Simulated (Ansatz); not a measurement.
## A series in volume scale on HgSe

All results are calculated (Ansatz 0.2.0). Periodic Kohn-Sham DFT of a crystal at fixed atoms, scaled to volume_scale times the given cell; pressure positive in compression, energy less spherical unpolarised free atoms, largest_vzz the field gradient of largest size among the nuclei.

The cell before it is scaled or strained (space group F-43m, No. 216):
```
HgSe
1.0
      0.0000     3.0360     3.0360
      3.0360     0.0000     3.0360
      3.0360     3.0360     0.0000
Hg Se
1 1
Direct
  0.00000 0.00000 0.00000
  0.75000 0.75000 0.75000
```

Settings of every row: method frozen-core PAW; functional PBEsol; relativity scalar; k mesh 8x8x8; filling fermi-dirac; smearing width 0.01 eV; wave cutoff 420 eV; paw set soft_2.

Atom start moment: 0 on all atoms.

Limits: PAW files made with PBE; no spin-orbit coupling on heavy atoms.

| row | volume scale | V (Å³/atom) | pressure (GPa) |
| --- | --- | --- | --- |
| 1 | 0.94 | 26.305 | 5.977 |
| 2 | 0.96 | 26.864 | 4.372 |
| 3 | 0.98 | 27.424 | ? |
| 4 | 0.99 | 27.704 | 2.292 |
| 5 | 1 | 27.984 | 1.676 |
| 6 | 1.01 | 28.264 | 1.094 |
| 7 | 1.02 | 28.543 | 0.546 |
| 8 | 1.04 | 29.103 | -0.458 |
| 9 | 1.06 | 29.663 | -1.352 |

Question: what pressure should row 3 give?

Worked fit of pressure. Take u = (V_r/V)^(2/3) − 1 with V_r = 28.124 Å³ an atom, which is twice the finite (Eulerian) strain; such expansions in the strain, on which the Birch-Murnaghan equation of state is built, carry the rest volume and the bulk modulus. The shown rows have u = 0.04558, 0.03103, 0.01008, 0.00333, -0.0033, -0.00981, -0.02255, -0.03489. Least squares give pressure = 1.38 + 87.576 × u + 276.59 × u² + 318 × u³ GPa; a parabola predicts inner rows, each left out in turn, worse (root mean square 0.0051 against 0.0017 GPa). The rows lie off it by 0.001, -0.001, 0.001, 0.001, 0.000, -0.001, 0.000, 0.000. The pressure vanishes at u = -0.0166, or V = 28.84 Å³ an atom, and there the bulk modulus at fixed shape and fractions is B = −V dP/dV = (2/3)(1 + u) dP/du = 51.6 GPa. The withheld row has u = 0.01695, so the fit gives 1.38 + 87.576 × (0.01695) + 276.59 × (0.01695)² + 318 × (0.01695)³ = 2.945 GPa.

The calculation gave 2.945 GPa. The fit meets it to the printed digit.
